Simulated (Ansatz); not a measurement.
# BeS: a relaxation

The task is a relaxation on BeS. The structure is shown as the input types it.

The COD entry's cell or inner coordinates are ideal or old and differ from later refinements, so a difference from it is no clean test against experiment.

Computed with Ansatz 0.2.0 (DFT, r2SCAN, PAW with Ansatz's default frozen-core files, scalar-relativistic, unless a step's input says otherwise).

### 1 The starting structure

It takes space group F-43m (No. 216, cubic). Conventional cell: a = 4.850 Å, b = 4.850 Å, c = 4.850 Å, α = 90.00°, β = 90.00°, γ = 90.00°. Around Be (site symmetry -43m) lie 4 S at 2.10 Å. S (site symmetry -43m) is surrounded by 4 Be at 2.10 Å.

Structure file:

```
Be S
1.0
     0.00000    2.42500    2.42500
     2.42500    0.00000    2.42500
     2.42500    2.42500    0.00000
Be S
1 1
Direct
  0.00000 0.00000 0.00000
  0.25000 0.25000 0.25000
```

### 2 Input and run

File input.yaml:

```yaml
crystal:
  lattice:
    - [0.0, 2.425, 2.425]
    - [2.425, 0.0, 2.425]
    - [2.425, 2.425, 0.0]
  atoms:
    - { symbol: Be, position: [0.0, 0.0, 0.0] }
    - { symbol: S, position: [0.25, 0.25, 0.25] }
kpoints:
  mp_grid: { grid: [1, 1, 1] }
scf:
  occupations: { method: fermi_dirac, width: 0.02 }
  max_iter: 75
hamiltonian:
  xc: r2scan
  pseudopotentials: { kind: paw }
output:
  forces: true
  stress: true
relax:
  f_tol: 0.005
  max_steps: 50
  cell: {}
```

Run with:

```
$ ansatz run input.yaml --threads 1 --pin off --max-ram 2048MiB --backend cpu --events-out ev --progress --plain --runs-dir out
```

**Question.** How will this run end, and is anything wrong with its input?

The run converged and reported no error. That alone doesn't make the input a sound one.

The suspect setting: kpoints.mp_grid.grid is [1, 1, 1]. One k-point can't sample the Brillouin zone of so small a cell.

Run again and compare: set kpoints.mp_grid.grid to [10, 10, 10].
